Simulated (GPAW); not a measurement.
Set up this calculation in GPAW 26.7.0, as an ASE script.

```
Task                : relaxation of cell and atoms
Functional          : LDA
Potentials or basis : the program's PAW data sets (release 1.2.1) made for this functional
Cutoff              : 600 eV
Basis               : pw
k mesh              : 7 × 7 × 7
Occupations         : fermi-dirac, width 0.05 eV
Spin                : collinear spin, ferromagnetic start
Starting moments    : [4.0, 0.0] μB
Maxiter             : 150
Optimizer           : BFGS
Fmax                : 0.02 eV/Å
Max steps           : 60
Convergence         : density=1e-05 forces=0.0001
```

The structure of MnS lies in POSCAR:

```
MnS
1.0
    1.8299960138      1.0565486912      2.9709202777
   -1.8299960138      1.0565486912      2.9709202777
    0.0000000000     -2.1130973823      2.9709202777
Mn S
1 1
Direct
    0.0000000000      0.0000000000      0.0000000000
    0.5000000000      0.5000000000      0.5000000000
```

The cell is a database's computed one.

These files were run (other wordings do the same):

run.py

```python
from ase.filters import FrechetCellFilter
from ase.io import read, write
from ase.optimize import BFGS
from gpaw import GPAW, PW

atoms = read('POSCAR')
atoms.set_initial_magnetic_moments([4.0, 0.0])

calc = GPAW(mode=PW(600),
            xc='LDA',
            kpts={'size': (7, 7, 7), 'gamma': True},
            occupations={'name': 'fermi-dirac', 'width': 0.05},
            nbands=21,
            convergence={'density': 1e-05, 'forces': 0.0001},
            maxiter=150,
            txt='gpaw.txt')
atoms.calc = calc
opt = BFGS(FrechetCellFilter(atoms), trajectory='relax.traj', logfile='-')
done = opt.run(fmax=0.02, steps=60)
calc.write('gs.gpw')
write('result.traj', atoms)
print('Converged:', done)
print('Cell:', atoms.cell.cellpar().round(4))
print('Volume:', round(atoms.get_volume(), 4))
print(atoms.get_scaled_positions().round(5))
```

Potentials or basis: the program's PAW data sets (release 1.2.1) made for this functional, pw.

Command:

```bash
$ OMP_NUM_THREADS=1 python run.py
```

It gave:

```json
{"Relaxed volume": "13.68 Å³/atom", "Relaxed cell": "a = 3.380 Å, b = 3.380 Å, c = 3.380 Å, α = 60.10°, β = 60.10°, γ = 60.10°", "Space group after relaxing (to 0.05 Å)": "Fm-3m (No. 225)", "Energy gained by relaxing": "142.5 meV/atom", "Ionic steps": "6", "Pressure after relaxing": "0.0 GPa", "Band gap on the k mesh": "none (metal or under the smearing width)", "Net moment": "3.40 μB per cell", "Site moments": "Mn +3.12; S +0.05 μB"}
```

Caveat: each step starts from the last one's moments, so a moment once lost doesn't come back; later steps reuse the first step's grids; the volume moved by over 15 % at a fixed basis, so the end points are rough; a cell with one magnetic atom can't hold antiferromagnetic order, which such compounds often take; semilocal functionals often make such compounds metallic where correlation or magnetic order opens a gap, which also shifts bond lengths.

Wall time 2.8 min on 1 thread of Arm Neoverse V2, on a shared host, peak memory 0.28 GiB.
